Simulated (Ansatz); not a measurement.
**Where the states of TiO2 lie**

```
Ti O
1.0
    -1.89250    1.89250    4.75700
     1.89250   -1.89250    4.75700
     1.89250    1.89250   -4.75700
Ti O
2 4
Cartesian
  0.0000 0.0000 0.0000
  0.0000 1.8925 2.3785
  0.0000 0.0000 1.9656
  0.0000 1.8925 4.3441
  0.0000 1.8925 0.4129
  0.0000 0.0000 7.5484
```

The geometry is COD entry 9009086, unchecked; take it as a test cell.

Level of theory: DFT, PBE, all-electron LAPW, scalar-relativistic (Ansatz 0.2.0).

The runs use a Γ-centred 13×13×13 k mesh, Fermi–Dirac smearing of 0.08 eV, basis error target 1 meV/atom, no spin polarisation.

States per eV and cell, averaged over 0.6 eV, from -4.6 to 4.2 eV, with energies (bin centres) from the valence-band top; empty bins are left out. The partial columns, the largest 3 alone, are projections on Löwdin-orthogonalised atomic shells (those that the program's projection atoms carry: the occupied ones and, for some elements, an empty d or f shell; other empty shells have no column), summed over atoms of an element. Weights on diffuse s and p shells depend on that basis and aren't pure angular character.

```csv
E (eV),total,O 2p,Ti 3d,Ti 4s
-4.4,5.23,3.71,1.25,0.16
-3.8,6.87,4.95,1.73,0.06
-3.2,4.37,3.24,1.01,0.04
-2.6,4.44,3.41,0.90,0.03
-2.0,5.22,4.26,0.81,0.04
-1.4,4.06,3.54,0.37,0.05
-0.8,6.52,5.99,0.39,0.03
-0.2,3.30,3.12,0.13,0.01
2.2,0.08,0.00,0.08,0.00
2.8,1.62,0.10,1.50,0.00
3.4,8.22,0.72,7.27,0.06
4.0,6.26,1.15,4.92,0.03
```

Problem. Which of the resolved shells contributes most in the top eV of the valence band?

Solution. O 2p, with 94 % of all states there; Ti 3d follows with 5 %.

Problem. Where is the centre of the filled Ti 3d states between -13 eV and the top of the filled states?

Solution. -3.08 eV from the valence-band top.
